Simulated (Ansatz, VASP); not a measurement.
# C: VASP beside Ansatz

```
C
1.0
    -1.77690    1.77690    0.00000
     0.00000    0.00000    3.55381
     1.77690    1.77690    0.00000
C
4
Direct
  0.50000 0.37500 0.25000
  0.00000 0.87500 0.75000
  0.00000 0.12500 0.25000
  0.50000 0.62500 0.75000
```

Alike in both runs: task single point; functional PBEsol; k mesh 12 × 9 × 12; occupations fermi-dirac, width 0.02 eV; no spin polarisation.

|  | VASP | Ansatz |
| --- | --- | --- |
| version | VASP 6.6.1 | Ansatz 0.2.0 |
| potentials or method | VASP PAW PBE potentials, release 64 (C), cutoff 520 eV | all-electron LAPW, scalar-relativistic |

|  | VASP | Ansatz | Ansatz less VASP |
| --- | --- | --- | --- |
| gap on the k mesh at the Fermi level (eV) | 4.04 | 4.05 | +0.006 |
| pressure (GPa) | 1.1 | 0.0 | -1.07 |

Ansatz ran all-electron here, so the differences hold the error of VASP's frozen core and of both bases.

Caveats: the PAW data sets were made with another functional, which shifts forces and pressure a little (VASP); an odd mesh through Γ misses points on the zone boundary, where band edges often lie.
